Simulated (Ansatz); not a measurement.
# Mo: equation of state

How stiff is Mo, and at what volume does the pressure vanish? The cell is scaled evenly, atoms carried along, and solved with LAPW, PAW and all-electron datasets made for the crystal.

This is Mo in the diamond structure; at room conditions it is bcc.

Computed with Ansatz 0.2.0 (DFT PBE, scalar-relativistic, unless a step's input says otherwise).

1 further run of the same task is left out (set aside as unsound or not needed).

## (1) The structure to begin with

It takes space group Fd-3m (No. 227, cubic). The conventional cell has a = 5.688 Å, b = 5.688 Å, c = 5.688 Å, α = 90.00°, β = 90.00°, γ = 90.00°. Mo (site symmetry -43m) is surrounded by 4 Mo at 2.46 Å.

Coordinates:

```
CELL_PARAMETERS angstrom
0.00000 2.84404 2.84404
2.84404 0.00000 2.84404
2.84404 2.84404 0.00000
ATOMIC_POSITIONS crystal
Mo 0.00000 0.00000 0.00000
Mo 0.25000 0.25000 0.25000
```

The cell was relaxed by PAW from a hypothetical start (diamond type); it needn't be the stable phase of this composition.

Atoms are numbered in the order of the input: Mo1, Mo2.

## (2) Volume × 0.95, LAPW

The input, input.yaml:

```yaml
crystal:
  lattice:
    - [0.0, 2.7958218595, 2.7958218595]
    - [2.7958218595, 0.0, 2.7958218595]
    - [2.7958218595, 2.7958218595, 0.0]
  atoms:
    - { symbol: Mo, position: [0.0, 0.0, 0.0] }
    - { symbol: Mo, position: [0.25, 0.25, 0.25] }
kpoints:
  mp_grid: { grid: [11, 11, 11] }
scf:
  occupations: { method: fermi_dirac, width: 0.05 }
hamiltonian:
  xc: pbe
  pseudopotentials: { kind: all_electron, lapw: { basis_error: 0.00025 } }
output:
  forces: true
  stress: true
  eigenvalues: true
```

Standard output, cut to the lines that bear on the results:

```text
LAPW: plane waves up to 9.822 Å⁻¹, error target 2.5e-4 eV per atom; small_component_spin mean_spin; Mo in spheres of 1.211 Å, 32 of its electrons in bands, Dirac shells []
[...]
Pseudopotentials: kind: all_electron
Pseudopotential: Mo, LAPW, valence charge 32, Koelling and Harmon's equation, gaussian nucleus
Functional definition: PBE
[...]
Crystal: 2 atoms, lattice volume = 43.708 Å³
Basis set: ecut = 367.5882040601913 eV, 725 PW (Γ), exchange–correlation at level 2
Bands: 39, of which v1, the nominal top of the filled ones, is band 32 counted from 1 (31 counted from 0)
Symmetry: 48 space group operations
Space group: Fd-3m (ITA 227), of the structure as read, at distance tolerance 3.5e-5 Å
k-points: 56 of 1331
[...]
SCF iter   1: F=—  HF=-220351.371039 eV  |F-HF|=—  |Δ(HF+E_count)|=         —  Δρ=3.59e-2  dr2=2.60e-1  ethr=4.05e-4  ⟨swp⟩=2.7  Hψ=13537  notcnv=0
[...]
the basis was enlarged: its passes take 1009.8 KiB over the memory plan, 1 of 1 planned eigensolver slots
[...]
SCF iter   7: F=-220351.194797 eV  HF=-220351.194797 eV  |F-HF|=2.12e-9  |Δ(HF+E_count)|=   1.04e-7  Δρ=9.87e-6  dr2=7.83e-8  ethr=9.11e-10  ⟨swp⟩=2.6  Hψ=6515  notcnv=0
[...]
SCF converged after 7 iterations
Free energy (F): -220351.194797 eV
[...]
E sigma→0 (E₀):  -220351.184301 eV
Entropy (-TS):   -0.020992 eV (-10.496 meV/atom)
Fermi energy:    15.257550 eV
[...]
--- Forces (eV/Å), atoms counted from 1 ---
  atom   1  Mo     0.00000000     0.00000000     0.00000000
  atom   2  Mo    -0.00000000     0.00000000     0.00000000
[...]
--- Stress (GPa, compression-positive) ---
        6.000974       0.000000      -0.000000
        0.000000       6.000974      -0.000000
       -0.000000      -0.000000       6.000974
  P = ⅓ Tr σ = 6.0010 GPa (60.010 kbar)
--- Band table (eV; the first three rows and the last of 56) ---
[...]
```

Wall time 25 s (1 thread, shared host).

Result: pressure 6.00 GPa; no gap.

## (3) Volume × 0.95, PAW

input.yaml: that of step 2 with these lines changed.

```diff
@@ -14,3 +14,3 @@
   xc: pbe
-  pseudopotentials: { kind: all_electron, lapw: { basis_error: 0.00025 } }
+  pseudopotentials: { kind: paw }
 output:
@@ -19 +19,2 @@
   eigenvalues: true
+  efg: { contact_densities: true }
```

Standard output, cut to the lines that bear on the results:

```text
Mo: output.efg is read without spin–orbit coupling, which moves field gradients at and beside such atoms by some per cent and up to a factor of two; PAW files take it under magnetization.noncollinear and magnetization.spin_orbit
[...]
Pseudopotentials: kind: paw
Pseudopotential: Mo, paw, valence charge 14, recommended cutoff 420 eV (normal)
[... 1 set-up line as earlier in the session ...]
[...]
Crystal: 2 atoms, lattice volume = 43.708 Å³
Basis set: ecut = 420 eV, 869 PW (Γ), exchange–correlation on 54×54×54 points (8 copies of the dense FFT grid, shifted against one another)
Bands: 18, of which v1, the nominal top of the filled ones, is band 14 counted from 1 (13 counted from 0)
[... 2 set-up lines as earlier in the session ...]
k-points: 56 of 1331
[...]
  atom   1  Mo     0.00000000     0.00000000     0.00000000
  atom   2  Mo    -0.00000000    -0.00000000    -0.00000000
[...]
--- Stress (GPa, compression-positive) ---
        5.999162      -0.000000       0.000000
       -0.000000       5.999162      -0.000000
        0.000000      -0.000000       5.999162
  P = ⅓ Tr σ = 5.9992 GPa (59.992 kbar)
--- PAW observables at the nuclei: V_zz in 10²¹ V/m², potentials from the cell's mean, atoms counted from 1 ---
  atom   1  Mo V_zz =    -0.000000   η = 0.0000   by run symmetry: forbidden
            electrostatic potential = -6355.672798 V   contact ρ = 595288.480532 e/Å³
  atom   2  Mo V_zz =    -0.000000   η = 0.0000   by run symmetry: forbidden
            electrostatic potential = -6355.672798 V   contact ρ = 595288.480532 e/Å³
--- Band table (eV; the first three rows and the last of 56) ---
  k-point 0: bands = ["-46.9259", "-46.1171", "-21.3589", "-21.3589", "-21.3589", "-20.1034", "-20.1034", "-20.1034", "8.6356", "11.1650", "11.1650", "12.1619", "12.1619", "12.1619", "14.9351", "14.9351", "14.9351", "18.1837"]
[...]
```

Run time: 2.4 s. Hardware: 1 thread, shared host.

Read from it: pressure 6.00 GPa; no gap.

## (4) Volume × 0.95, crystal datasets

input.yaml: that of step 3 with these lines changed.

```diff
@@ -14,3 +14,3 @@
   xc: pbe
-  pseudopotentials: { kind: paw }
+  pseudopotentials: { kind: all_electron, datasets: crystal }
 output:
```

Standard output, cut to the lines that bear on the results:

```text
[...]
band count auto-derived: 21 (N_el = 28.0; filled up to band 14; 18 by the electrons, moments and atoms)
Mo: output.efg is read without spin–orbit coupling, which moves field gradients at and beside such atoms by some per cent and up to a factor of two; PAW files take it under magnetization.noncollinear and magnetization.spin_orbit
[...]
[... 1 set-up line as earlier in the session ...]
Pseudopotential: Mo, paw, valence charge 14, recommended cutoff 320 eV (normal), Koelling and Harmon's equation, gaussian nucleus
[... 1 set-up line as earlier in the session ...]
[...]
Crystal: 2 atoms, lattice volume = 43.708 Å³
Basis set: ecut = 320 eV, 537 PW (Γ), exchange–correlation on 48×48×48 points (8 copies of the dense FFT grid, shifted against one another)
Bands: 21, of which v1, the nominal top of the filled ones, is band 14 counted from 1 (13 counted from 0)
[... 1 set-up line as earlier in the session ...]
[...]
  atom   1  Mo    -0.00000000    -0.00000000     0.00000000
  atom   2  Mo     0.00000000     0.00000000     0.00000000
[...]
--- Stress (GPa, compression-positive) ---
        6.005560       0.000000      -0.000000
        0.000000       6.005560       0.000000
        0.000000       0.000000       6.005560
  P = ⅓ Tr σ = 6.0056 GPa (60.056 kbar)
--- PAW observables at the nuclei: V_zz in 10²¹ V/m², potentials from the cell's mean, atoms counted from 1 ---
  atom   1  Mo V_zz =    +0.000000   η = 0.0000   by run symmetry: forbidden
            electrostatic potential = -6355.718796 V   contact ρ = 595342.618515 e/Å³
  atom   2  Mo V_zz =    -0.000000   η = 0.0000   by run symmetry: forbidden
            electrostatic potential = -6355.718796 V   contact ρ = 595342.618515 e/Å³
--- Band table (eV; the first three rows and the last of 56) ---
  k-point 0: bands = ["-45.2494", "-44.4409", "-19.6807", "-19.6807", "-19.6807", "-18.4253", "-18.4253", "-18.4253", "10.3129", "12.8441", "12.8441", "13.8400", "13.8400", "13.8400", "16.6160", "16.6160", "16.6160", "19.8645", "19.8645"]
[...]
```

Run time: 7.3 s. Hardware: 1 thread, shared host.

This run gives: pressure 6.01 GPa; no gap.

## (5) Volume × 0.975, LAPW

The input, input.yaml:

```yaml
crystal:
  lattice:
    - [0.0, 2.8201345743, 2.8201345743]
    - [2.8201345743, 0.0, 2.8201345743]
    - [2.8201345743, 2.8201345743, 0.0]
  atoms:
    - { symbol: Mo, position: [0.0, 0.0, 0.0] }
    - { symbol: Mo, position: [0.25, 0.25, 0.25] }
kpoints:
  mp_grid: { grid: [11, 11, 11] }
scf:
  occupations: { method: fermi_dirac, width: 0.05 }
hamiltonian:
  xc: pbe
  pseudopotentials: { kind: all_electron, lapw: { basis_error: 0.00025 } }
output:
  forces: true
  stress: true
  eigenvalues: true
```

Standard output, cut to the lines that bear on the results:

```text
LAPW: plane waves up to 9.739 Å⁻¹, error target 2.5e-4 eV per atom; small_component_spin mean_spin; Mo in spheres of 1.221 Å, 32 of its electrons in bands, Dirac shells []
[...]
[... 3 set-up lines as earlier in the session ...]
[...]
Crystal: 2 atoms, lattice volume = 44.858 Å³
Basis set: ecut = 361.37897085432394 eV, 725 PW (Γ), exchange–correlation at level 2
Bands: 39, of which v1, the nominal top of the filled ones, is band 32 counted from 1 (31 counted from 0)
[... 1 set-up line as earlier in the session ...]
Space group: Fd-3m (ITA 227), of the structure as read, at distance tolerance 3.6e-5 Å
k-points: 56 of 1331
[...]
SCF iter   1: F=—  HF=-220351.417401 eV  |F-HF|=—  |Δ(HF+E_count)|=         —  Δρ=3.58e-2  dr2=2.72e-1  ethr=4.24e-4  ⟨swp⟩=2.7  Hψ=13480  notcnv=0
[...]
the basis was enlarged: its passes take 1.1 MiB over the memory plan, 1 of 1 planned eigensolver slots
[...]
SCF iter   7: F=-220351.226143 eV  HF=-220351.226143 eV  |F-HF|=2.53e-9  |Δ(HF+E_count)|=   1.16e-7  Δρ=1.01e-5  dr2=8.49e-8  ethr=9.95e-10  ⟨swp⟩=2.7  Hψ=6526  notcnv=0
[...]
SCF converged after 7 iterations
Free energy (F): -220351.226143 eV
[...]
E sigma→0 (E₀):  -220351.215149 eV
Entropy (-TS):   -0.021987 eV (-10.994 meV/atom)
Fermi energy:    14.754378 eV
[...]
--- Forces (eV/Å), atoms counted from 1 ---
  atom   1  Mo     0.00000000     0.00000000    -0.00000000
  atom   2  Mo    -0.00000000     0.00000000    -0.00000000
[...]
--- Stress (GPa, compression-positive) ---
        2.802498      -0.000000       0.000000
       -0.000000       2.802498      -0.000000
        0.000000      -0.000000       2.802498
  P = ⅓ Tr σ = 2.8025 GPa (28.025 kbar)
--- Band table (eV; the first three rows and the last of 56) ---
[...]
```

It took 26 s on 1 thread, shared host.

This run gives: pressure 2.80 GPa; no gap.

## (6) Volume × 0.975, PAW

input.yaml: that of step 5 with these lines changed.

```diff
@@ -14,3 +14,3 @@
   xc: pbe
-  pseudopotentials: { kind: all_electron, lapw: { basis_error: 0.00025 } }
+  pseudopotentials: { kind: paw }
 output:
@@ -19 +19,2 @@
   eigenvalues: true
+  efg: { contact_densities: true }
```

Standard output, cut to the lines that bear on the results:

```text
Mo: output.efg is read without spin–orbit coupling, which moves field gradients at and beside such atoms by some per cent and up to a factor of two; PAW files take it under magnetization.noncollinear and magnetization.spin_orbit
[...]
[... 3 set-up lines as earlier in the session ...]
[...]
Crystal: 2 atoms, lattice volume = 44.858 Å³
Basis set: ecut = 420 eV, 893 PW (Γ), exchange–correlation on 54×54×54 points (8 copies of the dense FFT grid, shifted against one another)
Bands: 18, of which v1, the nominal top of the filled ones, is band 14 counted from 1 (13 counted from 0)
[... 2 set-up lines as earlier in the session ...]
k-points: 56 of 1331
[...]
  atom   1  Mo    -0.00000000     0.00000000     0.00000000
  atom   2  Mo     0.00000000    -0.00000000     0.00000000
[...]
--- Stress (GPa, compression-positive) ---
        2.799672      -0.000000       0.000000
       -0.000000       2.799672      -0.000000
        0.000000      -0.000000       2.799672
  P = ⅓ Tr σ = 2.7997 GPa (27.997 kbar)
--- PAW observables at the nuclei: V_zz in 10²¹ V/m², potentials from the cell's mean, atoms counted from 1 ---
  atom   1  Mo V_zz =    -0.000000   η = 0.0000   by run symmetry: forbidden
            electrostatic potential = -6355.120186 V   contact ρ = 595288.218570 e/Å³
  atom   2  Mo V_zz =    -0.000000   η = 0.0000   by run symmetry: forbidden
            electrostatic potential = -6355.120186 V   contact ρ = 595288.218570 e/Å³
--- Band table (eV; the first three rows and the last of 56) ---
  k-point 0: bands = ["-47.3576", "-46.6170", "-21.7719", "-21.7719", "-21.7719", "-20.5951", "-20.5951", "-20.5951", "8.2559", "10.8132", "10.8132", "11.7419", "11.7419", "11.7419", "14.4446", "14.4446", "14.4446", "17.5888"]
[...]
```

Wall time 2.4 s (1 thread, shared host).

Result: pressure 2.80 GPa; no gap.

(Part 1 of 2 ends here.)
